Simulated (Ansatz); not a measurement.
# ZrO2: response to strain

Take ZrO2 (space group P4_2/nmc, No. 137; a = 3.584 Å, c = 5.177 Å) as the base. Axes: x, y, z lie along a, b, c of the conventional cell.

Strains are applied to the cell and any free atomic positions relax; under biaxial strain the out-of-plane vector relaxes too; under stress the whole cell relaxes.

Level of theory: PBEsol (Ansatz, an electronic-structure program, PAW, no spin-orbit coupling).

```tsv
case	band gap	volume per atom	electron mass	smallest direct gap	gap character
base	4.00 eV	11.09 Å³	2.1 mₑ along c, 0.57 mₑ across (at Γ)	4.12 eV	indirect, M–Γ (56 % along) → Γ
biaxial strain −2.33 %, plane normal [001], relaxed out of plane	4.14 eV	10.70 Å³	2.2 mₑ out of plane, 0.61 mₑ in plane (at Γ)	4.27 eV	indirect, A → Γ
tensor shear ε_xz = −0.76 %	4.00 eV	11.09 Å³	2.1 mₑ along z, 0.57 mₑ across (at Γ)	4.12 eV	indirect, k = (0.222, 0.222, 0) in the run's primitive reciprocal basis → Γ
uniaxial stress, 2 GPa tension along z	4.05 eV	11.15 Å³	2.2 mₑ along z, 0.58 mₑ across (at Γ)	4.13 eV	indirect, Z → Γ
```

Effective masses come from finite differences of ±0.01 Å⁻¹. Stability under load was not tested beyond the relaxation. This is not the structure that ZrO2 has at room temperature and ambient pressure. Labels are those of the standard path for the cell's own space group.
